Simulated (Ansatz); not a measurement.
**Symmetry broken, then relaxed in CoSi2**

Method: DFT PBEsol, scalar-relativistic, plane waves, PAW in Ansatz. The runs took a 420 eV cutoff, a Γ-centred 12×12×12 mesh and Gaussian smearing (0.15 eV). No spin polarisation. A magnetic state may lie lower. Energies are free energies at this smearing, counted from the undisturbed cell; pressure is positive in compression.

The undisturbed cell (relaxed at this level):

```
Co Si
1.0
     0.00000    2.65625    2.65625
     2.65625    0.00000    2.65625
     2.65625    2.65625    0.00000
Co Si
1 2
Cartesian
  0.0000 0.0000 0.0000
  1.3281 1.3281 1.3281
  3.9844 3.9844 3.9844
```

The atoms are displaced (Å, in the unstrained cell):

```
atom ux uy uz
 Co1  -0.053   0.082  -0.091
 Si2   0.026  -0.041   0.045
 Si3   0.026  -0.041   0.045
```

Cell and atoms are then relaxed.

Question: Does the relaxation return to the undisturbed structure?

Answer: Yes (up to a choice of domain or origin): same space group and volume, and an energy 0.0 meV/atom from it. The disturbance itself cost 86.2 meV/atom. The final space group reads Fm-3m (tolerance 0.05 Å) and the volume changes by 0.01 %.

Final structure:

```
CELL_PARAMETERS angstrom
0.00003 2.65616 2.65625
2.65622 -0.00029 2.65656
2.65608 2.65634 -0.00015
ATOMIC_POSITIONS crystal
Co 0.00000 0.00001 0.99999
Si 0.24993 0.25009 0.25003
Si 0.75007 0.74990 0.74998
```

The relaxation, step by step (energy from the first step; small jumps at an unchanged geometry come where the plane waves are selected anew for the new cell):

| step | ΔE (meV/atom) | largest force component (eV/Å) | pressure (GPa) |
| --- | --- | --- | --- |
| 1 | 0.0 | 1.803 | 3.50 |
| 2 | -48.3 | 1.153 | 0.82 |
| 3 | -85.5 | 0.008 | 2.01 |
| 4 | -86.2 | 0.002 | -0.04 |
| 5 | -86.2 | 0.002 | -0.04 |

Frames along the relaxation (Å, eV/Å):

```xyz
3
Lattice="0.000 2.656 2.656 2.656 0.000 2.656 2.656 2.656 0.000" Properties=species:S:1:pos:R:3:forces:R:3 pbc="T T T" step=1
Co   -0.053    0.082   -0.091    1.088   -1.656    1.803
Si    1.354    1.287    1.373   -0.933    1.080   -1.132
Si    4.011    3.943    4.030   -0.154    0.576   -0.671
3
Lattice="0.000 2.659 2.659 2.660 -0.003 2.662 2.657 2.658 0.000" Properties=species:S:1:pos:R:3:forces:R:3 pbc="T T T" step=2
Co   -0.036    0.056   -0.061    0.670   -1.052    1.153
Si    1.347    1.301    1.360   -0.493    0.618   -0.658
Si    4.006    3.957    4.022   -0.177    0.433   -0.495
3
Lattice="0.000 2.647 2.647 2.647 0.000 2.647 2.647 2.648 0.000" Properties=species:S:1:pos:R:3:forces:R:3 pbc="T T T" step=3
Co    0.000    0.000    0.000    0.002   -0.001    0.001
Si    1.324    1.324    1.324   -0.008    0.002   -0.001
Si    3.970    3.971    3.971    0.006   -0.001    0.000
3
Lattice="0.000 2.656 2.656 2.656 0.000 2.657 2.656 2.656 0.000" Properties=species:S:1:pos:R:3:forces:R:3 pbc="T T T" step=4
Co    0.000    0.000    0.000    0.000    0.000    0.000
Si    1.328    1.328    1.328   -0.002    0.001    0.000
Si    3.984    3.984    3.984    0.002   -0.001    0.001
3
Lattice="0.000 2.656 2.656 2.656 0.000 2.657 2.656 2.656 0.000" Properties=species:S:1:pos:R:3:forces:R:3 pbc="T T T" step=5
Co    0.000    0.000    0.000    0.000    0.000    0.000
Si    1.328    1.328    1.328   -0.002    0.001    0.000
Si    3.984    3.984    3.984    0.002   -0.001    0.001
```

Cost: 3 runs of about 5.3 core-minutes in all, on Arm Neoverse V2 (shared hosts).